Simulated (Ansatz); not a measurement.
Runs of Ansatz 0.2.0 on AlCu3. It takes space group Pm-3m (No. 221, cubic). The conventional cell has a = 3.637 Å, b = 3.637 Å, c = 3.637 Å, α = 90.00°, β = 90.00°, γ = 90.00°. Cu (site symmetry 4/mmm) is surrounded by 8 Cu at 2.57 Å and 4 Al at 2.57 Å. Al (site symmetry m-3m) is surrounded by 12 Cu at 2.57 Å. The cell comes from a database or a generator and needn't be the stable form of this composition.

```csv
level,gap on the mesh (eV),pressure (GPa),relaxed volume (Å³/atom)
PBEsol+D3(BJ),none,0.0,11.46
PBEsol+D4,none,0.0,11.69
PBEsol+D3(BJ)-ATM,none,0.0,(a)
PBEsol,none,0.0,11.97
```

Alike in all rows: task relaxation of cell and atoms; potentials or basis Ansatz PAW; no spin polarisation; cell relaxed; k mesh 7 × 7 × 7; cutoff (eV) 420; smearing fermi-dirac 0.05 eV.

Q: Estimate the missing entries.

A: (a) 11.59.

Caveats: the plane-wave basis is chosen anew once the cell has moved, so the energies of steps on either side of that aren't comparable; the PAW data sets come from PBE, with cores solved anew for the run's functional, which leaves a small shift of forces and pressure; pairwise dispersion overbinds metals, which lowers pressure and volume (some runs).

A gap of «none» marks a metal or a gap under the smearing width.
